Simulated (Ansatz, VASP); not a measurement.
**TiSi2: VASP beside Ansatz**

The input INCAR:

```
PREC = Accurate
ENCUT = 600
EDIFF = 1E-6
ISMEAR = -1
SIGMA = 0.05
LREAL = False
LASPH = True
NELM = 100
ALGO = Normal
ISIF = 2
LWAVE = False
LCHARG = False
LMAXMIX = 4
GGA = PE
NBANDS = 29
```

File KPOINTS:

```
Automatic mesh
0
Gamma
  5 5 5
```

File POSCAR:

```
TiSi2
1.0
    0.0000000000      4.1175163063      4.2628978354
    2.3895119538      0.0000000000      4.2628978354
    2.3895119538      4.1175163063      0.0000000000
Ti Si
2 4
Direct
    0.7500000000      0.7500000000      0.7500000000
    0.5000000000      0.5000000000      0.5000000000
    0.4125656100      0.0874343900      0.4125656100
    0.0874343900      0.4125656100      0.0874343900
    0.1625656100      0.8374343900      0.1625656100
    0.8374343900      0.1625656100      0.8374343900
```

File KPOINTS_OPT:

```
path GYTZGXA1Y,TX1,XAZ,LG
20
line-mode
reciprocal
 0.0000000000  0.0000000000  0.0000000000  G
 0.5000000000  0.0000000000  0.5000000000  Y

 0.5000000000  0.0000000000  0.5000000000  Y
 1.0000000000  0.5000000000  0.5000000000  T

 1.0000000000  0.5000000000  0.5000000000  T
 0.5000000000  0.5000000000  0.0000000000  Z

 0.5000000000  0.5000000000  0.0000000000  Z
 0.0000000000  0.0000000000  0.0000000000  G

 0.0000000000  0.0000000000  0.0000000000  G
 0.0000000000  0.4127457158  0.4127457158  X

 0.0000000000  0.4127457158  0.4127457158  X
 0.5000000000  0.2443551471  0.7443551471  A1

 0.5000000000  0.2443551471  0.7443551471  A1
 0.5000000000  0.0000000000  0.5000000000  Y

 1.0000000000  0.5000000000  0.5000000000  T
 1.0000000000  0.5872542842  0.5872542842  X1

 0.0000000000  0.4127457158  0.4127457158  X
 0.5000000000  0.7556448529  0.2556448529  A

 0.5000000000  0.7556448529  0.2556448529  A
 0.5000000000  0.5000000000  0.0000000000  Z

 0.5000000000  0.5000000000  0.5000000000  L
 0.0000000000  0.0000000000  0.0000000000  G
```

File input.yaml:

```yaml
crystal:
  lattice:
    - [0.0, 4.1175163063, 4.2628978354]
    - [2.3895119538, 0.0, 4.2628978354]
    - [2.3895119538, 4.1175163063, 0.0]
  atoms:
    - { symbol: Ti, position: [0.75, 0.75, 0.75] }
    - { symbol: Ti, position: [0.5, 0.5, 0.5] }
    - { symbol: Si, position: [0.41256561, 0.08743439, 0.41256561] }
    - { symbol: Si, position: [0.08743439, 0.41256561, 0.08743439] }
    - { symbol: Si, position: [0.16256561, 0.83743439, 0.16256561] }
    - { symbol: Si, position: [0.83743439, 0.16256561, 0.83743439] }
hamiltonian:
  xc: pbe
  pseudopotentials: { kind: paw }
kpoints:
  mp_grid: { grid: [5, 5, 5] }
  band_path:
    path:
      - [[0.0, 0.0, 0.0], [0.5, 0.0, 0.5], [1.0, 0.5, 0.5], [0.5, 0.5, 0.0], [0.0, 0.0, 0.0], [0.0, 0.4127457158, 0.4127457158], [0.5, 0.2443551471, 0.7443551471], [0.5, 0.0, 0.5]]
      - [[1.0, 0.5, 0.5], [1.0, 0.5872542842, 0.5872542842]]
      - [[0.0, 0.4127457158, 0.4127457158], [0.5, 0.7556448529, 0.2556448529], [0.5, 0.5, 0.0]]
      - [[0.5, 0.5, 0.5], [0.0, 0.0, 0.0]]
    npoints: 14
scf:
  occupations: { method: fermi_dirac, width: 0.05 }
  n_extra_bands: 15
output:
  forces: true
  stress: true
  eigenvalues: true
  fatbands: false
  write_density: true
  write_potential: true
  elf: true
  volumetric_format: npy
```

The cell is a database's computed one.

Alike in both runs: task band structure; functional PBE; k mesh 5 × 5 × 5; occupations fermi-dirac, width 0.05 eV; no spin polarisation.

```csv
,VASP,Ansatz
version,VASP 6.6.1,Ansatz 0.2.0
potentials or method,"VASP PAW PBE potentials, release 64 (Ti_sv_GW, Si_GW)",Ansatz PAW
plane-wave cutoff (eV),600,420
valence electrons in the cell,40,40
```

Ansatz gave:

```
gap on the k mesh at the Fermi level (eV)       : none
pressure (GPa)                                  : 2.1
largest component of the traceless stress (GPa) : 1.52
rms of the force components (eV/Å)              : 0.016
```

**Question.** What did VASP give for the same quantities?

**Answer.** gap on the k mesh at the Fermi level (eV): none; pressure (GPa): 1.6; largest component of the traceless stress (GPa): 1.53; rms of the force components (eV/Å): 0.016.

Atom by atom the forces differ by 0.000 eV/Å (rms over components). A gap of «none» marks a metal or a gap that the smearing closes. The functional is the same, so the differences come from potentials, cutoffs and numerics.
